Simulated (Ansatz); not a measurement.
InAs:

```xyz
2
Lattice="0.0000 3.0180 3.0180 3.0180 0.0000 3.0180 3.0180 3.0180 0.0000" Properties=species:S:1:pos:R:3 pbc="T T T"
In    0.0000    0.0000    0.0000
As    4.5270    4.5270    4.5270
```

Base run:

```yaml
Program: Ansatz 0.2.0
Functional: LDA
Potentials_or_basis: all-electron LAPW, scalar-relativistic
Cutoff: 283 eV
Density_cutoff: 1133 eV
Basis_error_allowed: 0.001 eV/atom
k_mesh: 8 × 8 × 8
Occupations: fermi-dirac, width 0.05 eV
Spin: no spin polarisation
```

Its results: pressure -0.3 GPa.

**Question.** The run is repeated on the same cell with these changes: functional from LDA to RPBE. What comes out?

**Answer.** Pressure 6.0 GPa.

RPBE binds less tightly than LDA, so the same cell stands under more pressure.

Not every run made on this cell is shown here.
